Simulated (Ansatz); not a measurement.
# The equilibrium volume of Pt, sorted by core time

**What was measured.** The equilibrium volume of Pt (Fm-3m) is reported as 15.1 Å³/atom at 300 K (a printed reference work). The runs below try to reproduce it.

```xyz
1
Lattice="0.0000 1.9609 1.9609 1.9609 0.0000 1.9609 1.9609 1.9609 0.0000" Properties=species:S:1:pos:R:3 pbc="T T T"
Pt    0.0000    0.0000    0.0000
```

| rung | level | program and potentials | cutoff (eV) | k mesh | smearing | task | spin | core time | chip | equilibrium volume (Å³/atom) | miss | notes |
| --- | --- | --- | --- | --- | --- | --- | --- | --- | --- | --- | --- | --- |
| GGA | PBEsol | Ansatz, Ansatz PAW | 420 | 12 × 12 × 12 | fermi-dirac 0.05 | relaxation of cell and atoms | off | 2.9 s | Arm Neoverse V2 | 15.05 | -0.3 % | potentials made for PBE, which Ansatz adapts in part |
| GGA + dispersion | revPBE+D3(BJ) | Ansatz, Ansatz PAW | 420 | 12 × 12 × 12 | fermi-dirac 0.05 | relaxation of cell and atoms | off | 3.4 s | Arm Neoverse V2 | 14.91 | -1.3 % | potentials made for PBE, which Ansatz adapts in part |
| GGA + dispersion | PBEsol+D3(BJ) | Ansatz, Ansatz PAW | 420 | 12 × 12 × 12 | fermi-dirac 0.05 | relaxation of cell and atoms | off | 4 s | Arm Neoverse V2 | 14.63 | -3.1 % | potentials made for PBE, which Ansatz adapts in part |
| GGA + dispersion | RPBE+D3(BJ) | Ansatz, Ansatz PAW | 420 | 12 × 12 × 12 | fermi-dirac 0.05 | relaxation of cell and atoms | off | 5 s | Arm Neoverse V2 | 13.53 | -10.4 % | potentials made for PBE, which Ansatz adapts in part |
| GGA | revPBE | Ansatz, Ansatz PAW | 420 | 12 × 12 × 12 | fermi-dirac 0.05 | relaxation of cell and atoms | off | 8.4 s | AMD EPYC 7R43 Zen 3 | 15.85 | +5.0 % | potentials made for PBE, which Ansatz adapts in part |
| GGA | RPBE | Ansatz, Ansatz PAW | 420 | 12 × 12 × 12 | fermi-dirac 0.05 | relaxation of cell and atoms | off | 11 s | AMD EPYC 7R43 Zen 3 | 15.92 | +5.4 % | potentials made for PBE, which Ansatz adapts in part |
| GGA | RPBE | Ansatz, Ansatz PAW | 420 | 9 × 9 × 9 | fermi-dirac 0.02 | equation of state | SOC, no magnetisation | 24 s | AMD EPYC 7R43 Zen 3 | 15.90 | +5.3 % | potentials made for PBE, which Ansatz adapts in part |
| LDA + U (2 eV) | LDA+U (Pt d U = 2 eV, fll (the default)) | Ansatz, Ansatz PAW | 420 | 12 × 12 × 12 | fermi-dirac 0.15 | relaxation of cell and atoms | SOC, no magnetisation | 29 s | Arm Neoverse V2 | 14.70 | -2.6 % | potentials made for PBE, which Ansatz adapts in part |
| hybrid | HSE03 | Ansatz, Ansatz PAW | 420 | 6 × 6 × 6 | fermi-dirac 0.05 | relaxation of cell and atoms | off | 31 s | Arm Neoverse V1 | 15.00 | -0.7 % | coarse mesh; potentials made for PBE, which Ansatz adapts in part |
| meta-GGA + dispersion | r2SCAN+D3(BJ) | Ansatz, Ansatz PAW | 500 | 12 × 12 × 12 | gaussian 0.05 | relaxation of cell and atoms | SOC, no magnetisation | 37 s | Arm Neoverse V1 | 15.08 | -0.1 % | potentials made for PBE, which Ansatz adapts in part |
| hybrid | HSE06 | Ansatz, Ansatz PAW | 420 | 8 × 8 × 8 | fermi-dirac 0.05 | equation of state | off | 3.4 min | AMD EPYC 7R13 Zen 3 | 15.09 | -0.1 % | potentials made for PBE, which Ansatz adapts in part |

Times are single runs on shared hosts and different chips, so they are rough; meshes, cutoffs and the tasks' sizes weigh on the time. Smearing widths are in eV. For a metal such meshes aren't converged. Meshes differ between rows, which moves values too. Meshes are those of the run's cell of 1 atom unless a note names another. Relaxations start from the cell shown or near it and stop with a little pressure left. Misses use the values as printed. Runs on faulty files, with rough fits or with known faults for this quantity aren't shown.

By rung: LDA + U (2 eV) 14.70; GGA 15.05 to 15.92; GGA + dispersion 13.53 to 14.91; meta-GGA + dispersion 15.08; hybrid 15.09; hybrid on coarse meshes 15.00 (Å³/atom). Measured: 15.1 Å³/atom at 300 K (a printed reference work). Closest, coarse meshes and atomic bases left aside, is HSE06 (-0.1 %). The runs are for a static lattice, while measurements hold temperature and zero-point motion.
